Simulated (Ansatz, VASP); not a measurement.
BaTiO3 in VASP and in Ansatz

```
Ba Ti O
1.0
     2.86488    1.65404    2.34823
    -2.86488    1.65404    2.34823
     0.00000   -3.30808    2.34823
Ba Ti O
1 1 3
Cartesian
  0.0000 0.0000 -0.0322
  0.0000 0.0000 3.3902
  0.0000 1.6190 2.4530
  -1.4021 -0.8095 2.4530
  1.4021 -0.8095 2.4530
```

Change from the starting cell: volume scaled by 1.04, ions relaxed.

Alike in both runs: functional PBE; k mesh 8 × 8 × 8; occupations fermi-dirac, width 0.02 eV; no spin polarisation.

Ansatz relaxed the structure, and its values are those at the end. VASP's run is a single point on that final structure, the one shown.

|  | VASP | Ansatz |
| --- | --- | --- |
| version | VASP 6.6.1 | Ansatz 0.2.0 |
| potentials or method | VASP PAW PBE potentials, release 64 (Ba_sv, Ti_sv, O) | plane-wave PAW, scalar-relativistic |
| plane-wave cutoff (eV) | 520 | 420 |
| valence electrons in the cell | 40 | 40 |

|  | VASP | Ansatz | Ansatz less VASP |
| --- | --- | --- | --- |
| gap on the k mesh at the Fermi level (eV) | 2.56 | 2.60 | +0.044 |
| pressure (GPa) | 1.7 | 0.1 | -1.59 |
| rms of the force components (eV/Å) | 0.033 | 0.002 | -0.0306 |

With one functional, cell and mesh, what is left measures potentials, basis and numerics. Ansatz warned: «gradients_without_spin_orbit».

Caveats: spin-orbit coupling is left out, which moves the levels of the heavy elements. A k mesh can miss the band edges.
